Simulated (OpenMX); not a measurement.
**Pd in OpenMX: the effect of dispersion**

Crystal: Pd.

```xyz
2
Lattice="2.7837 0.0000 0.0000 -1.3918 2.4107 0.0000 0.0000 0.0000 4.6289" Properties=species:S:1:pos:R:3 pbc="T T T"
Pd    0.0000    1.6071    1.1572
Pd    1.3918    0.8036    3.4717
```

This isn't the form of Pd at room conditions, which is fcc.

Alike in all runs:

| Property | Result |
| --- | --- |
| Program | OpenMX 3.8.5 |
| Task | single point |
| Functional | PBE |
| Potentials or basis | OpenMX 2013 PBE set, Pd7.0-s3p2d2, grid cutoff 400 Ry |
| k mesh | 9 × 9 × 5 |
| Occupations | fermi-dirac, width 0.05 eV |
| Spin | no spin polarisation |

```tsv
dispersion	pressure (GPa)
none	?
D3	-4.8
D3(BJ)	-4.5
D4	-2.3
```

Problem. What does the run with dispersion none give?

Solution. Pressure 2.3 GPa.

Caveats: the basis of atomic orbitals isn't converged, which shifts pressures, moduli and gaps; pairwise dispersion overbinds metals, which lowers pressure and volume (some runs).
